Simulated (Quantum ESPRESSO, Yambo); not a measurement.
Planning a run of Yambo 5.3.0 on GaAs (F-43m). The input:

```
optics
bss
bse
em1s
dipoles
rim_cut
RandQpts= 1000000
RandGvec= 1 RL
Chimod= "HARTREE"
BSKmod= "SEX"
BSEmod= "resonant"
BSSmod= "d"
BSENGexx= 1 RL
BSENGBlk= 4 Ry
% BSEQptR
 1 | 1 |
%
% BSEBands
 20 | 26 |
%
% BEnRange
 0 | 3 | eV
%
% BDmRange
 0.1 | 0.1 | eV
%
BEnSteps= 61
% BLongDir
 1 | 0 | 0 |
%
% BndsRnXs
 14 | 32 |
%
NGsBlkXs= 4 Ry
% LongDrXs
 1 | 1 | 1 |
%
% KfnQP_E
 0.658 | 1.0 | 1.0 |
%
WRbsWF
FFTGvecs= 47 Ry
```

```sh
OMP_NUM_THREADS=1 mpirun -n 4 yambo -F bse7.in -J bse7,bse6_W -C bse7 > bse7.log
```

The stored states that it reads are on a 6×6×6 mesh. Symmetry: F-43m, No. 216, cubic system. Conventional cell: a = 5.654 Å, b = 5.654 Å, c = 5.654 Å, α = 90.00°, β = 90.00°, γ = 90.00°. Ga has 4 As at 2.45 Å nearest. Nearest to As lie 4 Ga at 2.45 Å. Farther neighbours are not listed.

Q: How long will it take on 4 MPI ranks of Arm Neoverse V1, shared host, and how much memory?

It took 65 s; on shared hardware allow 33 s to 2.2 min. Peak host memory was 1.6 GiB.

The kernel grows as the square of the matrix size, and full diagonalisation as its cube.

[Paths, hosts, dates, memory and timing lines, banners, echoed tables and standing remarks are left out of the program output.]

[Logs are printed without paths, hosts, clocks, repeated set-up lines and the standing remarks that a program may print on its own settings, such as how far it seeks lower states.]

[Runs of the session that timed out or met a known fault of the program may be left out.]

[Hosts, paths, dates, database ids (printed as entryN), source tags and the programs' standing remarks are cut or masked in the printed files.]
